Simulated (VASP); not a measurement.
# Cs2AgBiBr6 (Fm-3m) in VASP: settings compared, part 3 of 3

VASP 6.6.1. The steps go on from the part before.

## Step 6: Relaxation of cell and atoms, PBE

Contents of INCAR:

```
ALGO = Normal
EDIFF = 1E-7
EDIFFG = -0.01
ENCUT = 600
GGA = PE
IBRION = 2
ISIF = 3
ISMEAR = -1
LASPH = True
LCHARG = False
LREAL = False
LWAVE = False
NELM = 80
NSW = 60
PREC = Accurate
SIGMA = 0.05
```

Contents of KPOINTS:

```
k-points
0
Gamma
  3 3 3
```

Contents of POSCAR:

```
Cs2AgBiBr6
1.0
    0.0000000000      5.6161000000      5.6161000000
    5.6161000000      0.0000000000      5.6161000000
    5.6161000000      5.6161000000      0.0000000000
Bi Cs Ag Br
1 2 1 6
Direct
    0.0000000000      0.0000000000      0.0000000000
    0.7500000000      0.7500000000      0.7500000000
    0.2500000000      0.2500000000      0.2500000000
    0.5000000000      0.5000000000      0.5000000000
    0.7494500000      0.7494500000      0.2505500000
    0.2505500000      0.2505500000      0.7494500000
    0.7494500000      0.2505500000      0.2505500000
    0.7494500000      0.2505500000      0.7494500000
    0.2505500000      0.7494500000      0.7494500000
    0.2505500000      0.7494500000      0.2505500000
```

Potentials or basis: VASP PAW PBE potentials, release 64 (Bi, Cs_sv, Ag, Br).

Run with:

```sh
$ cat potpaw_PBE.64/Bi/POTCAR potpaw_PBE.64/Cs_sv/POTCAR potpaw_PBE.64/Ag/POTCAR potpaw_PBE.64/Br/POTCAR > POTCAR
$ mpirun -np 1 vasp_std > vasp.out
```

OUTCAR:

```text
EDIFF = 1E-7
   EDIFFG = -0.01
   ENCUT = 600
   GGA = PE
   IBRION = 2
   ISIF = 3
   ISMEAR = -1
   LASPH = True
   LREAL = False
   NELM = 80
   NSW = 60
   PREC = Accurate

 ion  position               nearest neighbor table
   1  0.000  0.000  0.000-   5 2.81   6 2.81   7 2.81   8 2.81   9 2.81  10 2.81
   2  0.750  0.750  0.750-
   3  0.250  0.250  0.250-
   4  0.500  0.500  0.500-   5 2.80   6 2.80   7 2.80   8 2.80   9 2.80  10 2.80
   5  0.749  0.749  0.251-   4 2.80   1 2.81
   6  0.251  0.251  0.749-   4 2.80   1 2.81
   7  0.749  0.251  0.251-   4 2.80   1 2.81
   8  0.749  0.251  0.749-   4 2.80   1 2.81
   9  0.251  0.749  0.749-   4 2.80   1 2.81
  10  0.251  0.749  0.251-   4 2.80   1 2.81

  LATTYP: Found a face centered cubic cell.
 ALAT       =    11.2322000000

  Lattice vectors:

 A1 = (   0.0000000000,   5.6161000000,   5.6161000000)
 A2 = (   5.6161000000,   0.0000000000,   5.6161000000)
 A3 = (   5.6161000000,   5.6161000000,   0.0000000000)

Analysis of symmetry for initial positions (statically):
=====================================================================
 Subroutine PRICEL returns:
 Original cell was already a primitive cell.

 Routine SETGRP: Setting up the symmetry group for a
 face centered cubic supercell.

 Subroutine GETGRP returns: Found 48 space group operations
 (whereof 48 operations were pure point group operations)
 out of a pool of 48 trial point group operations.

The static configuration has the point symmetry O_h .

Analysis of symmetry for dynamics (positions and initial velocities):
=====================================================================
 Subroutine PRICEL returns:
 Original cell was already a primitive cell.

 Routine SETGRP: Setting up the symmetry group for a
 face centered cubic supercell.

 Subroutine GETGRP returns: Found 48 space group operations
 (whereof 48 operations were pure point group operations)
[... 104 lines left out ...]
   ISYM   =      2    0-nonsym 1-usesym 2-fastsym
   POTIM  = 0.5000    time-step for ionic-motion
   TEBEG  =    0.0;   TEEND  =   0.0 temperature during run
   PSTRESS=    0.0 pullay stress
   NELECT =      76.0000    total number of electrons
   NUPDOWN=      -1.0000    fix difference up-down
   EMIN   =  10.00;   EMAX   =-10.00  energy-range for DOS
   EFERMI =   0.00;   METHOD = LEGACY
   ISMEAR =    -1;   SIGMA  =   0.05  broadening in eV -4-tet -1-fermi 0-gaus
   EFERMI_NEDOS =   21; number of points for ismear=-14 and -15
   IALGO  =     38    algorithm
   IMIX   =      4    mixing-type and parameters
     AMIX     =   0.40;   BMIX     =  1.00
     AMIX_MAG =   1.60;   BMIX_MAG =  1.00
  volume/ion in A,a.u.               =      35.43       239.07
  Fermi-wavevector in a.u.,A,eV,Ry     =   0.980019  1.851968 13.067544  0.960437
  Thomas-Fermi vector in A             =   2.110917
   LORBIT       =      0    0 simple, 1 ext, 2 COOP (PROOUT), +10 PAW based schemes
   GGA     = PE    functional components
   LHFCALC =     F    Hartree Fock is set to
   AEXX    =    0.0000 exact exchange contribution
   IVDW    =     0    specifies the selected vdW correction
   LEPSILON=     F    determine dielectric tensor
   LRPA    =     F    only Hartree local field effects (RPA)
 conjugate gradient relaxation of ions
 non-spin polarized calculation
  energy-cutoff  :      600.00
  volume of cell :      354.27
 maximum number of plane-waves:     11862
   NGX = 31   NGY = 31   NGZ = 31

--------------------------------------- Ionic step        1  -------------------------------------------

 number of electron      75.9999995 magnetization

 Free energy of the ion-electron system (eV)
  ---------------------------------------------------
  ext. energy  EPLUGINS =         0.00000000
  ---------------------------------------------------
  free energy    TOTEN  =       -29.48038318 eV

  energy without entropy =      -29.48038317  energy(sigma->0) =      -29.48038318

------------------------ aborting loop because EDIFF is reached ----------------------------------------

  FORCE on cell =-STRESS in cart. coord.  units (eV):
  Direction    XX          YY          ZZ          XY          YZ          ZX
  --------------------------------------------------------------------------------------
  -------------------------------------------------------------------------------------
  Total        4.0848895      4.0848895      4.0848895      0.0000000      0.0000000      0.0000000
  in kB       18.4738071     18.4738071     18.4738071      0.0000000      0.0000000      0.0000000
  external PRESSURE =      18.4738071 kB  Pullay stress =       0.0000000 kB
[... 163 lines left out ...]
--------------------------------------- Ionic step        5  -------------------------------------------

 number of electron      76.0000004 magnetization

 Free energy of the ion-electron system (eV)
  ---------------------------------------------------
  ext. energy  EPLUGINS =         0.00000000
  ---------------------------------------------------
  free energy    TOTEN  =       -29.61320935 eV

  energy without entropy =      -29.61320934  energy(sigma->0) =      -29.61320935

 E-fermi :   1.3097     XC(G=0):  -7.8744

 val. band max:        0.3492900341   @ k =  -0.3333   0.3333   0.0000
 cond. band min:       2.2479929747   @ k =   0.3333   0.0000   0.0000
 fundamental gap:      1.8987029406
 Fermi energy:         1.3096588157

 k-point     1 :       0.0000    0.0000    0.0000
  band No.  band energies     occupation
      1     -19.9496      2.00000
      2     -19.9453      2.00000
      3     -13.7206      2.00000
      4     -13.1723      2.00000
      5     -13.1723      2.00000
      6     -13.1723      2.00000
[... 218 lines left out ...]
  FREE ENERGIE OF THE ION-ELECTRON SYSTEM (eV)
  ---------------------------------------------------
  free  energy   TOTEN  =       -29.6132093528 eV

  energy  without entropy=      -29.6132093444  energy(sigma->0) =      -29.61320935

 reached required accuracy - stopping structural energy minimisation
```

CONTCAR:

```text
Cs2AgBiBr6
   1.00000000000000
    -0.0000000000000000    5.7362917228628278    5.7362917228628278
     5.7362917228628278   -0.0000000000000000    5.7362917228628278
     5.7362917228628278    5.7362917228628278    0.0000000000000000
  Bi              Cs              Ag              Br
     1     2     1     6
Direct
     0.0000000000000000    0.0000000000000000    0.0000000000000000
     0.7500000000000000    0.7500000000000000    0.7500000000000000
     0.2500000000000000    0.2500000000000000    0.2500000000000000
     0.5000000000000000    0.5000000000000000    0.5000000000000000
     0.7486615526162116    0.7486615526162116    0.2513384473837885
     0.2513384473837885    0.2513384473837885    0.7486615526162116
     0.7486615526162116    0.2513384473837885    0.2513384473837885
     0.7486615526162116    0.2513384473837885    0.7486615526162116
     0.2513384473837885    0.7486615526162116    0.7486615526162116
     0.2513384473837885    0.7486615526162116    0.2513384473837885

  0.00000000E+00  0.00000000E+00  0.00000000E+00
  0.00000000E+00  0.00000000E+00  0.00000000E+00
  0.00000000E+00  0.00000000E+00  0.00000000E+00
  0.00000000E+00  0.00000000E+00  0.00000000E+00
  0.00000000E+00  0.00000000E+00  0.00000000E+00
  0.00000000E+00  0.00000000E+00  0.00000000E+00
  0.00000000E+00  0.00000000E+00  0.00000000E+00
  0.00000000E+00  0.00000000E+00  0.00000000E+00
  0.00000000E+00  0.00000000E+00  0.00000000E+00
  0.00000000E+00  0.00000000E+00  0.00000000E+00
```

It took 6 min on 1 thread of Intel Xeon 6975P-C (Granite Rapids), shared host; peak memory 0.68 GiB.

Results:

| Quantity | Value |
| --- | --- |
| Free energy | -29.6132 eV |
| Relaxed volume | 37.75 Å³/atom |
| Relaxed cell | a = 8.112 Å, b = 8.112 Å, c = 8.112 Å, α = 60.00°, β = 60.00°, γ = 60.00° |
| Space group after relaxing (to 0.05 Å) | Fm-3m (No. 225) |
| Energy gained by relaxing | 13.3 meV/atom |
| Ionic steps | 5 |
| Pressure after relaxing | 0.0 GPa |
| Largest force after relaxing | 0.006 eV/Å |
| Band gap on the k mesh | 1.90 eV, indirect (least direct gap 2.47 eV) |

Forces on the atoms (eV/Å):
```
Bi   0.000  0.000  0.000
Cs   0.000  0.000  0.000
Cs   0.000  0.000  0.000
Ag   0.000  0.000  0.000
Br   0.000  0.000  0.006
Br   0.000  0.000 -0.006
Br  -0.006  0.000  0.000
Br   0.000  0.006  0.000
Br   0.006  0.000  0.000
Br   0.000 -0.006  0.000
```

Step by step:
| step | energy change (eV) | largest force (eV/Å) | pressure (GPa) | volume (Å³) |
| --- | --- | --- | --- | --- |
| 1 | 0.0000 | 0.2844 | 1.85 | 354.27 |
| 2 | -0.1318 | 0.0299 | 0.08 | 375.63 |
| 3 | -0.1320 | 0.0407 | 0.02 | 376.50 |
| 4 | -0.1324 | 0.0285 | 0.02 | 376.85 |
| 5 | -0.1328 | 0.0062 | 0.00 | 377.51 |

Final structure:
```
Bi Cs Ag Br
1.0
     0.00000    5.73629    5.73629
     5.73629    0.00000    5.73629
     5.73629    5.73629    0.00000
Bi Cs Ag Br
1 2 1 6
Direct
  0.00000 0.00000 0.00000
  0.75000 0.75000 0.75000
  0.25000 0.25000 0.25000
  0.50000 0.50000 0.50000
  0.74866 0.74866 0.25134
  0.25134 0.25134 0.74866
  0.74866 0.25134 0.25134
  0.74866 0.25134 0.74866
  0.25134 0.74866 0.74866
  0.25134 0.74866 0.25134
```

Caveat: spin-orbit coupling is left out, which as a rule narrows the gap of such compounds by several tenths of an eV; an odd mesh through Γ misses points on the zone boundary, where band edges often lie. A hybrid or GW would open this gap; PBE tends to underestimate it.

## Step 7: The reference run

An earlier run on the cell as given: functional PBEsol; potentials or basis VASP PAW PBE potentials, release 64 (Bi_d, Cs_sv, Ag, Br); cutoff 520 eV; k mesh 4 × 4 × 4; occupations fermi-dirac, width 0.05 eV; no spin polarisation.

- Pressure: 0.0 GPa
- Largest force: 0.308 eV/Å
- Band gap on the k mesh: 1.17 eV, indirect (least direct gap 2.39 eV)

## Step 8: The runs side by side

| task | level | potentials or basis | cell | k mesh | cutoff (eV) | ladder | gap on the mesh (eV) | pressure (GPa) | relaxed volume (Å³/atom) | largest force (eV/Å) |
| --- | --- | --- | --- | --- | --- | --- | --- | --- | --- | --- |
| relaxation of cell and atoms | AM05 | VASP PAW PBE potentials, release 64 (Bi_d, Cs_sv, Ag, Br) | relaxed | 3 × 3 × 3 | 600 | - | 1.82 | 0.0 | 36.16 | - |
| relaxation of cell and atoms | PW91 | VASP PAW PBE potentials, release 64 (Bi_d, Cs_sv, Ag, Br) | relaxed | 3 × 3 × 3 | 600 | - | 1.89 | 0.0 | 37.69 | - |
| relaxation of cell and atoms | optB88-vdW | VASP PAW PBE potentials, release 64 (Bi_d, Cs_sv, Ag, Br) | relaxed | 3 × 3 × 3 | 600 | - | 1.86 | 0.0 | 36.32 | - |
| relaxation of cell and atoms | PBE | VASP PAW PBE potentials, release 64 (Bi_d, Cs_sv, Ag, Br) | relaxed | 3 × 3 × 3 | 600 | - | 1.90 | 0.0 | 37.75 | - |
| relaxation of cell and atoms | PBE | VASP PAW PBE potentials, release 64 (Bi, Cs_sv, Ag, Br) | relaxed | 3 × 3 × 3 | 600 | - | 1.90 | 0.0 | 37.75 | 0.01 |
| single point | PBEsol | VASP PAW PBE potentials, release 64 (Bi_d, Cs_sv, Ag, Br) | as given | 4 × 4 × 4 | 520 | free | 1.17 | 0.0 | - | 0.31 |

Alike in all rows: no spin polarisation; smearing fermi-dirac 0.05 eV.

Caveats: spin-orbit coupling is left out, which as a rule narrows the gap of such compounds by several tenths of an eV; an odd mesh through Γ misses points on the zone boundary, where band edges often lie (some runs); the PAW data sets were made with another functional, which shifts forces and pressure a little (some runs).

Total energies depend on the potentials used, so only differences within one code and one set of settings carry meaning.
